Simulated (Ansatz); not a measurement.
# Density of states of Sb

```cif
data_structure
_symmetry_space_group_name_H-M 'P6_3/mmc'
_symmetry_Int_Tables_number 194
_cell_length_a 3.4565
_cell_length_b 3.4565
_cell_length_c 5.3039
_cell_angle_alpha 90.000
_cell_angle_beta 90.000
_cell_angle_gamma 120.000
_cell_volume 54.88
loop_
_atom_site_label
_atom_site_type_symbol
_atom_site_symmetry_multiplicity
_atom_site_Wyckoff_symbol
_atom_site_fract_x
_atom_site_fract_y
_atom_site_fract_z
_atom_site_occupancy
Sb1 Sb 2 c 0.33333 0.66667 0.25000 1
```

The runs use the primitive cell with vectors (3.457, 0.000, 0.000), (-1.728, 2.993, 0.000), (0.000, 0.000, 5.304) Å, to which the k mesh refers.

It takes space group P6_3/mmc (No. 194, hexagonal). Conventional cell: a = 3.457 Å, b = 3.457 Å, c = 5.304 Å, α = 90.00°, β = 90.00°, γ = 120.00°. Around Sb (site symmetry -6m2) lie 12 Sb at 3.32 to 3.46 Å.

The cell was built from the hcp type and relaxed in the same program, and has space group P6_3/mmc; it needn't be a known or the stable phase.

No spin–orbit coupling, which matters for the heavy atoms here.

All numbers below come from DFT, PBE, all-electron LAPW, scalar-relativistic in Ansatz 0.2.0.

The runs use a Γ-centred 13×13×7 k mesh, Fermi–Dirac smearing of 0.05 eV, basis error target 0.25 meV/atom, no spin polarisation.

States per eV and cell, averaged over 0.4 eV, from -13.0 to 3.2 eV, with energies (bin centres) from the Fermi level; empty bins are left out. 

```tsv
E (eV)	total
-12.9	0.01
-12.5	0.19
-12.1	0.31
-11.7	0.43
-11.3	0.46
-10.9	0.55
-10.5	0.64
-10.1	0.74
-9.7	0.92
-9.3	1.04
-8.9	1.02
-8.5	1.01
-8.1	1.64
-7.7	0.98
-7.3	0.04
-5.3	0.18
-4.9	0.63
-4.5	1.22
-4.1	1.73
-3.7	1.06
-3.3	0.88
-2.9	1.18
-2.5	1.21
-2.1	1.19
-1.7	1.15
-1.3	1.12
-0.9	1.30
-0.5	1.20
-0.1	1.36
0.3	1.51
0.7	1.48
1.1	1.35
1.5	1.40
1.9	1.54
2.3	1.26
2.7	1.75
3.1	1.64
```
